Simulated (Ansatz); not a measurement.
Here is the system:

NaBr (rock salt) is sheared across one {100} plane: the third cell vector gains the shift, so faults repeat every 9.1 Å. The cut lies between planes 3.02 Å apart; the cell height is held.

```xyz
6
Lattice="4.2681 0.0000 0.0000 0.0000 4.2681 0.0000 2.1340 2.1340 9.0540" Properties=species:S:1:pos:R:3 pbc="T T T"
Br     1.7784     1.7784     7.5450
Br     1.7784     1.7784     1.5090
Br     3.9124     3.9124     4.5270
Na     3.9124     3.9124     7.5450
Na     3.9124     3.9124     1.5090
Na     1.7784     1.7784     4.5270
```

In-plane vectors a = (4.268, 0.000) Å, b = (0.000, 4.268) Å, area 18.22 Å². The shift is s times the vector a (length 4.268 Å), so s = 1 restores the start. Atoms relax along the normal only. γ = [E(shift) − E(0)] / area.

Level of theory: PBE (plane waves to 420 eV, PAW, scalar-relativistic; Ansatz, a program for electronic structure). k mesh 7×7×7 (Γ-centred), Fermi-Dirac smearing 0.05 eV. E is the zero-smearing estimate. Faults lie only 9.1 Å apart, and holding the cell height raises γ above its relaxed value. NaBr was relaxed with its symmetry unable to fall. γ is measured from zero shift.

The scan covers s from 0.000 to 0.917 in 12 points.

Problem. Does γ have a local minimum between the ends of the line, and at which s?

Solution. No computed point is one.

Problem. At which s is γ highest?

Solution. s = 0.500.

Problem. What is the highest γ among twelve even steps of s?

Solution. 296 mJ/m².

(The slope of γ gives the shear force per area between the displaced halves; near zero shift its curvature is an elastic stiffness.)
